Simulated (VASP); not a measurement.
# Te2Pt in VASP: notebook

The runs below take Te2Pt through single point, with PBE.

All numbers are computed with VASP 6.6.1; they aren't measurements. Logs are shortened: lines on timing, memory, paths and dates and some standing lists are left out, and cuts for length are marked.

## Step 1: Starting point

The cell holds a slab with vacuum, 3 atoms: a = 4.010 Å, b = 4.010 Å, c = 14.601 Å, α = 90.00°, β = 90.00°, γ = 120.00°.

## Step 2: Single point, PBE

Contents of INCAR:

```
SYSTEM = Te2Pt
PREC = Accurate ; ENCUT = 460
EDIFF = 1E-7 ; ISMEAR = 0
SIGMA = 0.05 ; LREAL = .False.
LASPH = .True. ; NELM = 120
ALGO = Normal ; ISIF = 2
LWAVE = .False. ; LCHARG = .False.
LDIPOL = .True. ; IDIPOL = 3
DIPOL = 0.5 0.5 0.500 ; GGA = PE
NBANDS = 22 ; LVHAR = .True.
LVACPOTAV = .True.
```

Contents of KPOINTS:

```
Automatic mesh
0
Gamma
  3 3 1
  0 0 0
```

Contents of POSCAR:

```
Te2Pt
1.0
    4.0100000000      0.0000000000      0.0000000000
   -2.0050000000      3.4727618700      0.0000000000
    0.0000000000      0.0000000000     14.6005000000
Te Pt
2 1
Direct
    0.6666666667      0.3333333333      0.4109448307
    0.3333333333      0.6666666667      0.5890551693
    0.0000000000      0.0000000000      0.5000000000
```

Potentials or basis: VASP PAW PBE potentials, release 64 (Te, Pt).

Launch:

```bash
cat potpaw_PBE.64/Te/POTCAR potpaw_PBE.64/Pt/POTCAR > POTCAR
mpirun -np 1 vasp_std > vasp.out
```

OUTCAR:

```text
SYSTEM = Te2Pt
   PREC = Accurate
   ENCUT = 460
   EDIFF = 1E-7
   ISMEAR = 0
   LREAL = .False.
   LASPH = .True.
   NELM = 120
   ISIF = 2
   GGA = PE

 Found      3 irreducible k-points:

 Following reciprocal coordinates:
            Coordinates               Weight
  0.000000  0.000000  0.000000      1.000000
  0.333333 -0.000000  0.000000      6.000000
  0.333333  0.333333  0.000000      2.000000
   k-points           NKPTS =      3   k-points in BZ     NKDIM =      3   number of bands    NBANDS=     22
   number of dos      NEDOS =    301   number of ions     NIONS =      3
   total plane-waves  NPLWV =  84672
   dimension x,y,z NGX =    28 NGY =   28 NGZ =  108
   dimension x,y,z NGXF=    56 NGYF=   56 NGZF=  216
   ions per type =               2   1
   NGX,Y,Z   is equivalent  to a cutoff of  11.61, 11.61, 12.30 a.u.
   NGXF,Y,Z  is equivalent  to a cutoff of  23.22, 23.22, 24.59 a.u.
 SYSTEM =  Te2Pt
   PREC   = accura    normal or accurate (medium, high low for compatibility)
   ISTART =      0    job   : 0-new  1-cont  2-samecut
   ICHARG =      2    charge: 1-file 2-atom 10-const
   ISPIN  =      1    spin polarized calculation?
   LNONCOLLINEAR =      F non collinear calculations
   LSORBIT =      F    spin-orbit coupling
   LASPH  =      T    aspherical Exc in radial PAW
   ENCUT  =  460.0 eV  33.81 Ry    5.81 a.u.   7.01  7.01 25.53*2*pi/ulx,y,z
   NELM   =    120;   NELMIN=  2; NELMDL= -5     # of ELM steps
   EDIFF  = 0.1E-06   stopping-criterion for ELM
   LREAL  =      F    real-space projection
   EDIFFG = 0.1E-05   stopping-criterion for IOM
   NSW    =      0    number of steps for IOM
   IBRION =     -1    ionic relax: 0-MD 1-quasi-New 2-CG
   NFREE  =      0    steps in history (QN), initial steepest desc. (CG)
   ISIF   =      2    stress and relaxation
   ISYM   =      2    0-nonsym 1-usesym 2-fastsym
   POTIM  = 0.5000    time-step for ionic-motion
   TEBEG  =    0.0;   TEEND  =   0.0 temperature during run
   PSTRESS=    0.0 pullay stress
   NELECT =      22.0000    total number of electrons
   NUPDOWN=      -1.0000    fix difference up-down
   EMIN   =  10.00;   EMAX   =-10.00  energy-range for DOS
   EFERMI =   0.00;   METHOD = LEGACY
   ISMEAR =     0;   SIGMA  =   0.05  broadening in eV -4-tet -1-fermi 0-gaus
   EFERMI_NEDOS =   21; number of points for ismear=-14 and -15
   IALGO  =     38    algorithm
   IMIX   =      4    mixing-type and parameters
     AMIX     =   0.40;   BMIX     =  1.00
     AMIX_MAG =   1.60;   BMIX_MAG =  1.00
  volume/ion in A,a.u.               =      67.77       457.36
  Fermi-wavevector in a.u.,A,eV,Ry     =   0.780106  1.474186  8.280025  0.608565
  Thomas-Fermi vector in A             =   1.883348
   LORBIT       =      0    0 simple, 1 ext, 2 COOP (PROOUT), +10 PAW based schemes
   GGA     = PE    functional components
   LHFCALC =     F    Hartree Fock is set to
   AEXX    =    0.0000 exact exchange contribution
   IVDW    =     0    specifies the selected vdW correction
   LEPSILON=     F    determine dielectric tensor
   LRPA    =     F    only Hartree local field effects (RPA)
 non-spin polarized calculation
 Gauss-broadening in eV      SIGMA  =   0.05
  energy-cutoff  :      460.00
  volume of cell :      203.32
 maximum number of plane-waves:      4557
 NGX is ok and might be reduce to    28
   NGX = 13   NGY = 13   NGZ = 51

 number of electron      22.0000001 magnetization

 dipolmoment           0.000000      0.000000      0.000000 electrons x Angstroem

 Free energy of the ion-electron system (eV)
  ---------------------------------------------------
  ext. energy  EPLUGINS =         0.00000000
  ---------------------------------------------------
  free energy    TOTEN  =       -13.51672348 eV

  energy without entropy =      -13.51672348  energy(sigma->0) =      -13.51672348

 E-fermi :   0.1657     XC(G=0):  -4.6744

 val. band max:       -0.0758402386   @ k =   0.0000   0.0000   0.0000
 cond. band min:       1.2382383320   @ k =   0.3333   0.3333   0.0000
 fundamental gap:      1.3140785706
 Fermi energy:         0.1657311516

 k-point     1 :       0.0000    0.0000    0.0000
  band No.  band energies     occupation
      1     -13.2481      2.00000
      2     -10.7899      2.00000
      3      -5.5085      2.00000
      4      -5.5085      2.00000
      5      -5.1831      2.00000
      6      -3.5106      2.00000
[... 14 lines left out ...]
     21       7.9752      0.00000
     22       9.1370      0.00000

 k-point     2 :       0.3333   -0.0000    0.0000
  band No.  band energies     occupation
      1     -12.1399      2.00000
      2     -10.9765      2.00000
      3      -5.7274      2.00000
      4      -5.0234      2.00000
      5      -4.8262      2.00000
      6      -4.1417      2.00000
[... 14 lines left out ...]
     21       8.2165      0.00000
     22       8.6237      0.00000

 k-point     3 :       0.3333    0.3333    0.0000
  band No.  band energies     occupation
      1     -11.1885      2.00000
      2     -11.1885      2.00000
      3      -5.9427      2.00000
      4      -5.2309      2.00000
      5      -5.2309      2.00000
      6      -3.8435      2.00000
[... 14 lines left out ...]
     21       8.7473      0.00000
     22       8.9850      0.00000

------------------------ aborting loop because EDIFF is reached ----------------------------------------

  FORCE on cell =-STRESS in cart. coord.  units (eV):
  Direction    XX          YY          ZZ          XY          YZ          ZX
  --------------------------------------------------------------------------------------
  -------------------------------------------------------------------------------------
  Total        2.4224827      2.4224827      2.5005054     -0.0000000      0.0000000      0.0000000
  in kB       19.0890435     19.0890435     19.7038580     -0.0000000      0.0000000      0.0000000
  external PRESSURE =      19.2939817 kB  Pullay stress =       0.0000000 kB

 VOLUME and BASIS-vectors are now :
 -----------------------------------------------------------------------------
  energy-cutoff  :      460.00
  volume of cell :      203.32
      direct lattice vectors                 reciprocal lattice vectors
     4.010000000  0.000000000  0.000000000     0.249376559  0.143977623  0.000000000
    -2.005000000  3.472761870  0.000000000     0.000000000  0.287955246  0.000000000
     0.000000000  0.000000000 14.600500000     0.000000000  0.000000000  0.068490805

 POSITION                                       TOTAL-FORCE (eV/Angst)
 -----------------------------------------------------------------------------------
      2.00500      1.15759      6.00000        -0.000000     -0.000000     -0.964074
     -0.00000      2.31517      8.60050         0.000000      0.000000      0.964074
      0.00000      0.00000      7.30025         0.000000      0.000000      0.000000
 -----------------------------------------------------------------------------------
    total drift:                               -0.000000      0.000000      0.000000

  FREE ENERGIE OF THE ION-ELECTRON SYSTEM (eV)
  ---------------------------------------------------
  free  energy   TOTEN  =       -13.5167234759 eV

  energy  without entropy=      -13.5167234759  energy(sigma->0) =      -13.51672348

 vacuum level on the upper side and lower side of the slab         4.646         4.646
```

It took 13 s on 1 thread of Intel Xeon 6975P-C (Granite Rapids), shared host; peak memory 0.27 GiB.

The run converged, but some of its settings lie outside the range that counts as converged, so its numbers aren't taken as properties of the slab.

What came out:

- Free energy: -13.5167 eV
- Largest force: 0.964 eV/Å
- Band gap on the k mesh: 1.31 eV, indirect (least direct gap 2.05 eV)
- Ionisation potential of the upper face: 4.72 eV

Caveat: the k mesh is coarse (spacing up to 0.60 Å⁻¹), so the values aren't converged; spin-orbit coupling is left out, which moves the levels of the heavy elements.

## Step 3: Single point, PBE

Edit INCAR of step 2 so:

```diff
@@ -1,3 +1,3 @@
 SYSTEM = Te2Pt
-PREC = Accurate ; ENCUT = 460
+PREC = Accurate ; ENCUT = 650
 EDIFF = 1E-7 ; ISMEAR = 0
```

KPOINTS is that of step 2.

POSCAR is that of step 2.

Potentials or basis: VASP PAW PBE potentials, release 64 (Te, Pt).

Launch:

```bash
cat potpaw_PBE.64/Te/POTCAR potpaw_PBE.64/Pt/POTCAR > POTCAR
mpirun -np 1 vasp_std > vasp.out
```

Wall time 25 s (1 thread of Intel Xeon 6975P-C (Granite Rapids), shared host); peak memory 0.37 GiB.

These settings aren't checked as converged: the numbers below hold their error.

Results:

| Property | Result |
| --- | --- |
| Free energy | -13.5169 eV |
| Largest force | 0.963 eV/Å |
| Band gap on the k mesh | 1.31 eV, indirect (least direct gap 2.05 eV) |
| Ionisation potential of the upper face | 4.72 eV |

Caveat: the k mesh is coarse (spacing up to 0.60 Å⁻¹), so the values aren't converged; spin-orbit coupling is left out, which moves the levels of the heavy elements.

## Step 4: Single point, PBE

This run uses another cell than the first one, of 58.49 Å³/atom, 0.863 times its volume.

Edit INCAR of step 3 so:

```diff
@@ -1,3 +1,3 @@
 SYSTEM = Te2Pt
-PREC = Accurate ; ENCUT = 650
+PREC = Accurate ; ENCUT = 460
 EDIFF = 1E-7 ; ISMEAR = 0
```

Contents of KPOINTS:

```
Automatic mesh
0
Gamma
  5 5 1
  0 0 0
```

Contents of POSCAR:

```
Te2Pt
1.0
    4.0100000000      0.0000000000      0.0000000000
   -2.0050000000      3.4727618700      0.0000000000
    0.0000000000      0.0000000000     12.6005000000
Te Pt
2 1
Direct
    0.6666666667      0.3333333333      0.3968096504
    0.3333333333      0.6666666667      0.6031903496
    0.0000000000      0.0000000000      0.5000000000
```

Launch:

```bash
cat potpaw_PBE.64/Te/POTCAR potpaw_PBE.64/Pt/POTCAR > POTCAR
mpirun -np 1 vasp_std > vasp.out
```

Wall time 13 s (1 thread of Intel Xeon 6975P-C (Granite Rapids), shared host); peak memory 0.24 GiB.

These settings aren't checked as converged: the numbers below hold their error.

Results:

| Property | Result |
| --- | --- |
| Free energy | -13.3323 eV |
| Largest force | 1.107 eV/Å |
| Band gap on the k mesh | 0.85 eV, direct |
| Ionisation potential of the upper face | 4.82 eV |

Caveat: spin-orbit coupling is left out, which moves the levels of the heavy elements.

## Step 5: Single point, PBE

This run uses another cell than the first one, of 39.92 Å³/atom, 0.589 times its volume.

INCAR is that of step 4.

Contents of KPOINTS:

```
Automatic mesh
0
Gamma
  7 7 1
  0 0 0
```

Contents of POSCAR:

```
Te2Pt
1.0
    4.0100000000      0.0000000000      0.0000000000
   -2.0050000000      3.4727618700      0.0000000000
    0.0000000000      0.0000000000      8.6005000000
Te Pt
2 1
Direct
    0.6666666667      0.3333333333      0.3488169292
    0.3333333333      0.6666666667      0.6511830708
    0.0000000000      0.0000000000      0.5000000000
```

Launch:

```bash
cat potpaw_PBE.64/Te/POTCAR potpaw_PBE.64/Pt/POTCAR > POTCAR
mpirun -np 1 vasp_std > vasp.out
```

Wall time 10 s (1 thread of Intel Xeon 6975P-C (Granite Rapids), shared host); peak memory 0.2 GiB.

The run converged, but some of its settings lie outside the range that counts as converged, so its numbers aren't taken as properties of the slab.

What came out:

| Quantity | Value |
| --- | --- |
| Free energy | -13.3814 eV |
| Largest force | 1.078 eV/Å |
| Band gap on the k mesh | 0.95 eV, indirect (least direct gap 1.24 eV) |

Caveat: spin-orbit coupling is left out, which moves the levels of the heavy elements.

## Step 6: Single point, PBE

Edit INCAR of step 5 so:

```diff
@@ -1,3 +1,3 @@
 SYSTEM = Te2Pt
-PREC = Accurate ; ENCUT = 460
+PREC = Accurate ; ENCUT = 340
 EDIFF = 1E-7 ; ISMEAR = 0
```

KPOINTS is that of step 5.

Contents of POSCAR:

```
Te2Pt
1.0
    4.0100000000      0.0000000000      0.0000000000
   -2.0050000000      3.4727618700      0.0000000000
    0.0000000000      0.0000000000     14.6005000000
Te Pt
2 1
Direct
    0.6666666667      0.3333333333      0.4109448307
    0.3333333333      0.6666666667      0.5890551693
    0.0000000000      0.0000000000      0.5000000000
```

Potentials or basis: VASP PAW PBE potentials, release 64 (Te, Pt).

Launch:

```bash
cat potpaw_PBE.64/Te/POTCAR potpaw_PBE.64/Pt/POTCAR > POTCAR
mpirun -np 1 vasp_std > vasp.out
```

Run time: 13 s. Hardware: 1 thread of Intel Xeon 6975P-C (Granite Rapids), shared host; peak memory 0.22 GiB.

These settings aren't checked as converged: the numbers below hold their error.

Results:

* Free energy: -13.3924 eV
* Largest force: 1.086 eV/Å
* Band gap on the k mesh: 1.04 eV, indirect (least direct gap 1.25 eV)
* Ionisation potential of the upper face: 4.82 eV

Caveat: spin-orbit coupling is left out, which moves the levels of the heavy elements.
